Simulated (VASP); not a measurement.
A run of VASP 6.6.1:

The input run.py:

```python
from ase.calculators.vasp import Vasp
from ase.dft.bandgap import bandgap
from ase.io import read

atoms = read('Tl.cif')
calc = Vasp(
    directory='calc',
    xc='pbesol',
    pp='PBE',
    setups='gw',
    prec='Accurate',
    encut=550,
    ediff=1e-06,
    ismear=0,
    sigma=0.02,
    lreal=False,
    lasph=True,
    nelm=100,
    algo='Normal',
    isif=2,
    lwave=False,
    lcharg=False,
    kpts=[9, 9, 5],
    gamma=True,
    nbands=22,
)
atoms.calc = calc

print('energy (eV):', atoms.get_potential_energy())
print('free energy (eV):', atoms.get_potential_energy(force_consistent=True))
print('forces (eV/A):')
print(atoms.get_forces())
print('stress (eV/A^3, Voigt):', atoms.get_stress())
print('Fermi level (eV):', calc.get_fermi_level())
gap, top, bottom = bandgap(calc)
print('band gap (eV):', gap, 'from (spin, k, band)', top, 'to', bottom)
```

File Tl.cif:

```cif
data_Tl
_cell_length_a 3.45600000
_cell_length_b 3.45600000
_cell_length_c 5.52500000
_cell_angle_alpha 90.00000000
_cell_angle_beta 90.00000000
_cell_angle_gamma 120.00000000
_space_group_name_H-M_alt 'P1'
_space_group_name_Hall 'P 1'
_space_group_IT_number 1
loop_
_space_group_symop_operation_xyz
'x,y,z'
loop_
_atom_site_label
_atom_site_type_symbol
_atom_site_symmetry_multiplicity
_atom_site_Wyckoff_symbol
_atom_site_fract_x
_atom_site_fract_y
_atom_site_fract_z
_atom_site_occupancy
Tl1 Tl 1 a 0.6666666667 0.3333333333 0.7500000000 1
Tl2 Tl 1 a 0.3333333333 0.6666666667 0.2500000000 1
```

Potentials or basis: VASP PAW PBE potentials, release 64 (Tl_d_GW).

Run with:

```sh
$ python run.py
```

Hardware: 1 thread of Intel(R) Xeon(R) 6975P-C (Granite Rapids), with other jobs on the host.

Q: How long does it take, and how much memory?

A: It took 24 s on 1 thread of Intel(R) Xeon(R) 6975P-C (Granite Rapids), on a shared host, peak memory 0.2 GiB. Counts: scf iterations 11, k points 36.
